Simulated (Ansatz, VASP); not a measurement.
# Sr7O8 (a cell with a defect) in VASP and in Ansatz

```
CELL_PARAMETERS angstrom
0.00000 5.19478 -5.19478
5.19478 5.19478 0.00000
5.19478 0.00000 -5.19478
ATOMIC_POSITIONS crystal
Sr 0.00000 0.00000 0.50000
Sr 0.50000 0.00000 0.50000
Sr 0.50000 0.50000 0.50000
Sr 0.00000 0.00000 0.00000
Sr 0.00000 0.50000 0.00000
Sr 0.50000 0.00000 0.00000
Sr 0.50000 0.50000 0.00000
O 0.26656 0.76656 0.23344
O 0.26656 0.23344 0.23344
O 0.73344 0.76656 0.23344
O 0.75000 0.25000 0.25000
O 0.25000 0.75000 0.75000
O 0.26656 0.23344 0.76656
O 0.73344 0.76656 0.76656
O 0.73344 0.23344 0.76656
```

Change from the starting cell: Sr vacancy after atom 1 has jumped, atoms relaxed.

Alike in both runs: functional PBE; k mesh 4 × 4 × 4; occupations gaussian, width 0.05 eV; no spin polarisation.

Ansatz relaxed the structure, and its values are those at the end. VASP's run is a single point on that final structure, the one shown.

```csv
,VASP,Ansatz
version,VASP 6.6.1,Ansatz 0.2.0
potentials or method,"VASP PAW PBE potentials, release 64 (Sr_sv, O)","scalar-relativistic, plane waves, PAW"
plane-wave cutoff (eV),520,420
valence electrons in the cell,118,118
```

|  | VASP | Ansatz | Ansatz less VASP |
| --- | --- | --- | --- |
| gap on the k mesh at the Fermi level (eV) | none | none | - |
| pressure (GPa) | 0.4 | 0.0 | -0.45 |
| rms of the force components (eV/Å) | 0.015 | 0.000 | -0.0151 |

A gap of «none» marks a metal or a gap that the smearing closes. Ansatz warned: «stress_scf_threshold_loose».
